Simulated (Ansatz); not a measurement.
# CrO2: the cost of one run

Computed with Ansatz 0.2.0 (DFT PBE, scalar-relativistic, plane waves, PAW, unless a step's input says otherwise).

3 further runs of the same task are left out: 2 that didn't finish, 1 set aside as unsound or not needed.

### 1 Starting point

The structure is hexagonal, space group P6/mmm (No. 191). The conventional cell has a = 3.480 Å, b = 3.480 Å, c = 2.539 Å, α = 90.00°, β = 90.00°, γ = 120.00°. Cr (site symmetry 6/mmm) has 12 O at 2.38 Å and 2 Cr at 2.54 Å as nearest neighbours. O (site symmetry -6m2) has 3 O at 2.01 Å and 6 Cr at 2.38 Å as nearest neighbours.

Structure file:

```
Cr O
1.0
     3.47967    0.00000    0.00000
    -1.73983    3.01348    0.00000
     0.00000    0.00000    2.53926
Cr O
1 2
Direct
  0.00000 0.00000 0.00000
  0.33333 0.66667 0.50000
  0.66667 0.33333 0.50000
```

The cell was relaxed beforehand at this level, from a database cell with other species swapped in; it needn't be the stable form of this composition. At a tolerance of 0.05 Å it has space group P6/mmm (No. 191); it has 8.88 Å³/atom, an uncorrected energy of +0.22 eV/atom over the elements.

### 2 Static run: bands, density of states and charges

Contents of input.yaml:

```yaml
crystal:
  lattice:
    - [3.4796685206, 2.9e-09, 0.0]
    - [-1.7398342628, 3.0134813341, 0.0]
    - [0.0, 0.0, 2.5392577786]
  atoms:
    - { symbol: Cr, position: [0.0, 0.0, 0.0], spin: 2.64 }
    - { symbol: O, position: [0.3333333333, 0.6666666667, 0.5], spin: -0.36 }
    - { symbol: O, position: [0.6666666667, 0.3333333333, 0.5], spin: -0.36 }
basis:
  ecutwfc: 420
kpoints:
  mp_grid: { grid: [18, 18, 18] }
  band_path:
    path:
      - [[0.0, 0.0, 0.0], [0.5, 0.0, 0.0], [0.33333333, 0.33333333, 0.0], [0.0, 0.0, 0.0], [0.0, 0.0, 0.5], [0.5, 0.0, 0.5], [0.33333333, 0.33333333, 0.5], [0.0, 0.0, 0.5]]
      - [[0.5, 0.0, 0.5], [0.5, 0.0, 0.0]]
      - [[0.33333333, 0.33333333, 0.5], [0.33333333, 0.33333333, 0.0]]
    npoints: 14
hamiltonian:
  xc: pbe
scf:
  occupations: { method: gaussian, width: 0.1 }
  n_extra_bands: 7
output:
  forces: true
  stress: true
  eigenvalues: true
  populations: true
  dos: { projected: true, de: 0.02, nscf_kmesh: { grid: [22, 22, 22] } }
  bader: true
  write_density: true
  write_potential: true
  elf: true
  volumetric_format: npy
magnetization:
  spin_polarized: true
checkpoint:
  read: start.run
  write: ck
  compress: false
  write_wavefunctions: false
  write_every: 100000
```

The run is started by

```
ansatz run input.yaml --threads 1 --pin off --max-ram 2048MiB --backend cpu --events-out ev --progress --plain --runs-dir out
```

**Question.** How long does this run take on 1 thread of Arm Neoverse N1, shared host, and how much memory does it need?

About 2.8 min, with a peak of 1.3 GiB.
